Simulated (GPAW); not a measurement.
Wanted: an ASE script for a GPAW 26.7.0 run.

- Task: single point
- Functional: PBEsol
- Potentials or basis: PAW data sets generated in the run's folder for this functional
- Cutoff: 600 eV
- Basis: pw
- k mesh: 8 × 8 × 4
- Occupations: fermi-dirac, width 0.05 eV
- Spin: no spin polarisation
- Maxiter: 120
- Convergence: default

The system is HfN.

```
Hf N
1.0
     3.13391    0.00000    0.00000
    -1.56695    2.71404    0.00000
     0.00000    0.00000    5.41677
Hf N
2 2
Direct
  0.33333 0.66667 0.25000
  0.66667 0.33333 0.75000
  0.00000 0.00000 0.50000
  0.00000 0.00000 0.00000
```

The cell comes from a database or a generator and needn't be the stable form of this composition.

The input as run:

run.py

```python
from ase import Atoms
from ase.dft.bandgap import bandgap
from ase.io import write
from ase.units import GPa
from gpaw import GPAW, PW, setup_paths

setup_paths.insert(0, '.')

atoms = Atoms(['Hf', 'Hf', 'N', 'N'],
              cell=[[3.1339080219, 0.0, 0.0],
                    [-1.566954011, 2.7140439601, 0.0],
                    [0.0, 0.0, 5.41676772]],
              scaled_positions=[[0.3333333333, 0.6666666667, 0.25],
                                [0.6666666667, 0.3333333333, 0.75],
                                [0.0, 0.0, 0.5],
                                [0.0, 0.0, 0.0]],
              pbc=True)

calc = GPAW(mode=PW(600),
            xc='PBEsol',
            kpts={'size': (8, 8, 4), 'gamma': True},
            occupations={'name': 'fermi-dirac', 'width': 0.05},
            nbands=33,
            maxiter=120,
            txt='gpaw.txt')
atoms.calc = calc
energy = atoms.get_potential_energy()
forces = atoms.get_forces()
stress = atoms.get_stress()
calc.write('gs.gpw')
write('result.traj', atoms)
print(f'Energy: {energy:.6f} eV')
print('Forces (eV/A):')
print(forces.round(4))
print('Stress (GPa):', (stress / GPa).round(3))
print('Fermi level:', round(calc.get_fermi_level(), 4), 'eV')
print(f'Gap: {bandgap(calc)[0]:.4f} eV, direct: {bandgap(calc, direct=True)[0]:.4f} eV')
```

Potentials or basis: PAW data sets generated in the run's folder for this functional, pw.

Run with:

```sh
$ gpaw-setup -f PBEsol Hf N
$ OMP_NUM_THREADS=1 python run.py
```

It gave:

| Item | Value |
| --- | --- |
| Pressure | -7.4 GPa |
| Band gap on the k mesh | none (metal or under the smearing width) |

Caveat: the cutoff is short for stress and forces, so pressures can be off by a GPa or more.

Run time: 43 s on 1 thread of Arm Neoverse V1, on a shared host, peak memory 0.18 GiB.
